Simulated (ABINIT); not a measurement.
The system is SrO.

```
Sr O
1.0
     0.00000    2.56630    2.56630
     2.56630    0.00000    2.56630
     2.56630    2.56630    0.00000
Sr O
1 1
Direct
  0.50000 0.50000 0.50000
  0.00000 0.00000 0.00000
```

Base run:

| Property | Result |
| --- | --- |
| Program | ABINIT 10.8.3 (patched build) |
| Functional | LDA |
| Potentials or basis | JTH PAW LDA v2.0 |
| Cutoff | 517 eV |
| k mesh | 7 × 7 × 7 |
| Occupations | fermi-dirac, width 0.05 eV |
| Spin | no spin polarisation |

Its results: band gap on the k mesh 3.25 eV, indirect (least direct gap 3.33 eV); pressure -4.4 GPa.

**Question.** The run is repeated on the same cell with these changes: functional from LDA to PBEsol; potentials or basis from JTH PAW LDA v2.0 to JTH PAW PBE v2.0. What comes out?

**Answer.** Band gap on the k mesh 3.29 eV, indirect (least direct gap 3.38 eV); pressure -1.1 GPa.

Caveats: an odd mesh through Γ misses points on the zone boundary, where band edges often lie; the PAW data sets were made with another functional, which shifts forces and pressure a little (some runs).
